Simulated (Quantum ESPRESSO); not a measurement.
# As under changes of volume

One of the cells (21.530 Å³/atom); the others are scaled copies at fixed shape and fractional positions:

```
As
1.0
     1.88080    1.08588    3.51406
    -1.88080    1.08588    3.51406
     0.00000   -2.17176    3.51406
As
2
Direct
  0.22600 0.22600 0.22600
  0.77400 0.77400 0.77400
```

* Program: Quantum ESPRESSO 7.5
* Functional: LDA
* Potentials or basis: GBRV 1.5 LDA
* Cutoff: 612 eV
* Density cutoff: 4898 eV
* k mesh: 9 × 9 × 9
* Occupations: fermi-dirac, width 0.05 eV
* Spin: no spin polarisation

```csv
volume (Å³/atom),energy over the lowest point (meV/atom),pressure (GPa),largest force (eV/Å)
20.239,14.57,4.7,0.807
20.669,4.72,2.6,0.643
21.100,0.04,0.8,0.491
21.530,0.00,-0.8,0.348
21.961,?,?,?
22.392,12.09,-3.6,0.088
22.822,23.41,-4.8,0.030
```

Question: What does the run at 21.961 Å³/atom give?

Answer: Energy over the lowest point 4.15 meV/atom; pressure -2.3 GPa; largest force 0.214 eV/Å.

Worked out: A Birch-Murnaghan fit of order 3 (a polynomial in V^(-2/3)) to the other rows has its minimum at 21.32 Å³/atom with B0 = V·E''(V) = 81 GPa and B' = 4.2 at fixed shape and positions, which overstates the stiffness. It gives 4.16 meV/atom at 21.961 Å³/atom, against the run's 4.15, and -dE/dV = -2.3 GPa, against -2.3.

Energies are extrapolated to zero smearing.
